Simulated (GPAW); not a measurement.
Input of a GPAW 26.7.0 run:

File run.py:

```python
from ase import Atoms
from ase.dft.bandgap import bandgap
from ase.io import write
from ase.units import GPa
from gpaw import GPAW, PW

atoms = Atoms(['Sn', 'Sn'],
              cell=[[-2.9401404553, 2.9401404553, 1.5993019889],
                    [2.9401404553, -2.9401404553, 1.5993019889],
                    [2.9401404553, 2.9401404553, -1.5993019889]],
              scaled_positions=[[0.0, 0.0, 0.0],
                                [0.75, 0.25, 0.5]],
              pbc=True)

calc = GPAW(mode=PW(600),
            xc='PBE',
            kpts={'size': (9, 9, 9), 'gamma': True},
            occupations={'name': 'methfessel-paxton', 'order': 0, 'width': 0.025},
            nbands=24,
            convergence={'density': 1e-05, 'energy': 1e-05},
            maxiter=150,
            txt='gpaw.txt')
atoms.calc = calc
energy = atoms.get_potential_energy()
forces = atoms.get_forces()
stress = atoms.get_stress()
calc.write('gs.gpw')
write('result.traj', atoms)
print(f'Energy: {energy:.6f} eV')
print('Forces (eV/A):')
print(forces.round(4))
print('Stress (GPa):', (stress / GPa).round(3))
print('Fermi level:', round(calc.get_fermi_level(), 4), 'eV')
print(f'Gap: {bandgap(calc)[0]:.4f} eV, direct: {bandgap(calc, direct=True)[0]:.4f} eV')
```

Potentials or basis: GPAW PAW data sets (gpaw-data 1.2.1), pw.

Command:

```sh
$ OMP_NUM_THREADS=1 python run.py
```

(1) Estimate the pressure.

(2) What does it give for the band gap on the k mesh?

## Answers

(1) 1.1 GPa.

(2) none (metal or under the smearing width).
